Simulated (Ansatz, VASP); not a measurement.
One calculation of CaSe, two programs

```
Ca Se
1.0
     0.00000    2.99691    2.99691
     2.99691    0.00000    2.99691
     2.99691    2.99691    0.00000
Ca Se
1 1
Direct
  0.00000 0.00000 0.00000
  0.50000 0.50000 0.50000
```

Alike in both runs: task single point; functional r2SCAN; k mesh 6 × 6 × 6; no spin polarisation.

|  | VASP | Ansatz |
| --- | --- | --- |
| version | VASP 6.6.1 | Ansatz 0.2.0 |
| potentials or method | VASP PAW PBE potentials, release 64 (Ca_sv, Se) | plane waves, PAW |
| plane-wave cutoff (eV) | 520 | 500 |
| occupations | gaussian, width 0.01 eV | fixed |
| valence electrons in the cell | 16 | 26 |

```csv
,VASP,Ansatz,Ansatz less VASP
gap on the k mesh at the Fermi level (eV),2.58,2.58,0.000
pressure (GPa),-1.2,-1.5,-0.23
```

The two sets of potentials don't hold the same shells in valence.

Caveats: the PAW data sets were made with another functional, which shifts forces and pressure a little (VASP). A k mesh can miss the band edges. r2SCAN opens gaps a little over a GGA but as a rule still falls short of measured ones.
